**Q:** These are five computed band gaps for the same PbS crystal, with every atom in the same place. How far apart are they, and is it always the same gap?

Ansatz 0.2.0, plane-wave PAW calculations with hybrid functionals and Hartree-Fock for bulk PbS (4-atom cell, r2SCAN-rVV10 geometry), spin-unpolarised and without spin-orbit coupling, on a 4×4×4 k mesh. Gaps are the least found over the mesh, the named k points and any path between them. DDH-PBE0 uses 1/ε∞ as its fraction of exact exchange.

| functional | wave cutoff | band gap (eV) | least direct gap (eV) |
| --- | --- | --- | --- |
| DDH-PBE0 | 420 eV | 0.611 | 0.611 |
| HSE06 | 420 eV | 0.816 | 0.816 |
| Hartree-Fock | 420 eV | 5.326 | 5.326 |
| PBE0 | 420 eV | 1.421 | 1.421 |
| r2SCAN0 | 500 eV | 1.609 | 1.609 |

**A:** Hartree-Fock gives a gap almost nine times that of DDH-PBE0, the dielectric-dependent hybrid. The other three lie between, in the order HSE06, PBE0, r2SCAN0. It is the same gap each time. The least direct gap, the smallest step between a filled and an empty state at one point of the band structure, equals the band gap in every row, and that point never moves. The atoms don't move either, so the spread comes from how each method treats the electrons.

**Q:** What do the methods treat so differently?

**A:** Exchange, the part of the electron-electron interaction that, among other things, stops an electron from repelling itself. A semilocal functional such as PBE estimates it from the density around each point, and its potential attracts filled and empty states alike. Exact exchange tells them apart: it binds filled states more strongly and gives empty ones less. A hybrid replaces part of the first by the second, which pushes the filled states down and the empty ones up.

The helium atom shows why. With exact exchange, an electron in the filled orbital feels the repulsion of one other electron, while an electron placed in an empty orbital feels that of two. The comparison ends at the atom's edge, because a lone atom has no neighbours that respond to the extra charge. In PbS they respond strongly, and this decides how much exact exchange is appropriate.

**Q:** Can I see this opening in the numbers?

**A:** Compare HSE06 with PBE0. Both use 25 % exact exchange between electrons that are close together, but only PBE0 keeps it at long distances. That long-range part alone widens the gap by 0.61 eV. The band edges from the same calculations show how: the top of the filled band falls by 0.30 eV and the bottom of the empty band rises by 0.30 eV. This split assumes that the two runs share their zero of energy, which is reasonable for the same cell and atoms; the change in the gap needs no such assumption.

**Q:** Why is Hartree-Fock so far above the rest?

**A:** It uses all of the exact exchange and no correlation. When an electron is added to a real crystal, the other electrons shift and weaken its field. Hartree-Fock orbital energies leave out this screening, so adding an electron looks too costly and removing one looks too costly as well. The error is largest where screening is strong, and PbS is a strongly polarisable solid. The Hartree-Fock gap of 5.3 eV is therefore a limiting case, useful for understanding the hybrids but not as a prediction.

**Q:** And why does DDH-PBE0 come out lowest?

**A:** It sets the fraction of exact exchange to 1/ε, where ε is the electronic dielectric constant, the factor by which the crystal's electrons weaken a distant charge. Two limits make the rule plain. With no screening, ε = 1 and exact exchange enters in full; with perfect screening, as in a metal, the fraction goes to zero and PBE is left. For PbS the measured ε is roughly 17, a recalled value, so the fraction should be near 0.06, about a quarter of that in PBE0. HSE06 drops exact exchange at long distances but keeps 25 % at short ones, and in this crystal that leaves its gap 0.2 eV higher.

The same rule tells you what to expect of another material. At ε = 4 the fraction is 25 % and DDH-PBE0 becomes PBE0. A more polarisable solid gets less exact exchange than in PBE0, and a less polarisable one gets more.

**Q:** Could I have estimated the DDH-PBE0 gap from the other rows?

**A:** Roughly. Suppose that the gap grows linearly with the fraction of exact exchange. Draw a straight line through PBE0, at a fraction of 0.25, and Hartree-Fock, at 1, and follow it down to 1/17. The DDH-PBE0 row plays no part in drawing the line.

- Slope: (5.326 − 1.421) eV / (1 − 0.25) = 5.2 eV per unit of fraction
- Gap at 1/17: 1.421 eV − 5.2 eV × (0.25 − 0.06) ≈ 0.43 eV

The computed gap is 0.61 eV, so the estimate is about 30 % too low. It gets the main point right: cutting the fraction to a quarter removes most of the PBE0 gap. At least two things can spoil the detail. The step to Hartree-Fock also drops correlation and lets the orbitals readjust, so the line doesn't follow the fraction alone. And the run doesn't print the fraction it used, so 1/17 is itself an assumption. These numbers can't tell how much each contributes. The printed output after this text lists the estimate along with the differences between the rows.

**Q:** r2SCAN0 also mixes in 25 % exact exchange. Why isn't its gap the same as that of PBE0?

**A:** It is 0.19 eV larger, or 13 % of the PBE0 gap. The exact exchange is mixed into a different semilocal functional, r2SCAN in place of PBE, and I suspect that this makes most of the difference. However, the wave cutoff, which sets how finely the orbitals are resolved, also rises from 420 to 500 eV. Two things change at once, so my suspicion is untested. Running PBE0 at 500 eV would settle it.

**Q:** My measured gap is about 0.4 eV at room temperature. Does that make DDH-PBE0 the best method, and which digits should I trust?

**A:** It doesn't, because these calculations leave out spin-orbit coupling. Lead is heavy, and the bottom of the empty band is built largely from its 6p orbitals, which this coupling splits. In PbS it is known to lower the gap by several tenths of an eV. That is more than the 0.2 eV between DDH-PBE0 and HSE06, so the method that looks closest now may not be closest once the coupling is included. Temperature matters too: the atoms are held still here, while warming is known to widen the gap of PbS.

As for the digits, I'd put no physical weight on the second and third decimals. Long-range exact exchange also converges slowly with the k mesh, the grid of points on which the bands are sampled, and this one is fairly coarse. The error should grow with the fraction of long-range exact exchange, so I'd expect it to be largest in Hartree-Fock and small in DDH-PBE0. The wide gulf between Hartree-Fock and the hybrids is secure; differences of about 0.2 eV between two hybrids are less so.

Printed output of the fit:

```
PBE0 gap less HSE06 gap in eV: 0.605
PBE0 gap over HSE06 gap: 1.741
HSE06 gap less DDH-PBE0 gap in eV: 0.205
PBE0 gap less DDH-PBE0 gap in eV: 0.81
r2SCAN0 gap less PBE0 gap in eV: 0.188
r2SCAN0 gap above PBE0 gap in percent: 13.23
Hartree-Fock gap less PBE0 gap in eV: 3.905
Hartree-Fock gap over PBE0 gap: 3.748
Hartree-Fock gap over DDH-PBE0 gap: 8.717
valence top from HSE06 to PBE0 in eV: -0.3047
conduction bottom from HSE06 to PBE0 in eV: 0.3003
exchange fraction for a dielectric constant of 17: 0.05882
slope of the line from PBE0 to Hartree-Fock in eV per unit fraction: 5.207
gap on that line at the DDH fraction in eV: 0.4256
estimate less computed DDH-PBE0 gap in eV: -0.1854
dielectric constant at which DDH-PBE0 becomes PBE0: 4
```
